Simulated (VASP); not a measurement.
A run of VASP 6.6.1:

The input INCAR:

```
SYSTEM = As
PREC = Accurate
ENCUT = 600
EDIFF = 1E-6
ISMEAR = -1
SIGMA = 0.05
LREAL = .False.
LASPH = .True.
NELM = 60
ALGO = Normal
ISIF = 3
LWAVE = .False.
LCHARG = .False.
METAGGA = SCAN
LMIXTAU = .True.
IBRION = 2
NSW = 40
EDIFFG = -0.01
```

The input KPOINTS:

```
Automatic mesh
0
Gamma
  10 10 10
  0 0 0
```

File POSCAR:

```
As
1.0
    2.7036817444      0.0000000000      0.0000000000
    0.0000000000      2.7036817444      0.0000000000
    0.0000000000      0.0000000000      2.7036817444
As
1
Direct
    0.5000000000      0.5000000000      0.5000000000
```

Potentials or basis: VASP PAW PBE potentials, release 64 (As).

Launch:

```sh
$ cat potpaw_PBE.64/As/POTCAR > POTCAR
$ mpirun -np 1 vasp_std > vasp.out
```

Hardware: 1 thread of Intel(R) Xeon(R) Platinum 8259CL CPU @ 2.50GHz (Skylake/Cascade Lake) (shared host).

Task: How long does it take, and how much memory?

Result: Run time: 84 s on 1 thread of Intel(R) Xeon(R) Platinum 8259CL CPU @ 2.50GHz (Skylake/Cascade Lake) (shared host), peak memory 0.15 GiB. Counts: scf iterations 42, k points 56, ion steps 3.
